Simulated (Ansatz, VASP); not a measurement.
**Nb in VASP and in Ansatz**

```
Nb
1.0
    -1.66395    1.66395    1.66395
     1.66395   -1.66395    1.66395
     1.66395    1.66395   -1.66395
Nb
1
Direct
  0.00000 0.00000 0.00000
```

Alike in both runs: task band structure; functional PBEsol; dispersion D3(BJ); k mesh 8 × 8 × 8; occupations gaussian, width 0.01 eV; non-collinear spin, ferromagnetic start.

|  | VASP | Ansatz |
| --- | --- | --- |
| version | VASP 6.6.1 | Ansatz 0.2.0 |
| potentials or method | VASP PAW PBE potentials, release 64 (Nb_sv) | Ansatz PAW |
| plane-wave cutoff (eV) | 520 | 420 |
| valence electrons in the cell | 13 | 13 |

|  | VASP | Ansatz | Ansatz less VASP |
| --- | --- | --- | --- |
| net moment per atom (μB) | 0.03 | 0.03 | 0.000 |
| size of the moment on the site where the two differ most (μB) | 0.10 | 0.02 | -0.082 |
| dispersion energy (meV/atom) | -735.1 | -735.3 | -0.23 |

Site moments also hang on the region over which each program counts them.

Caveats: the starting moments weren't kept (Ansatz).
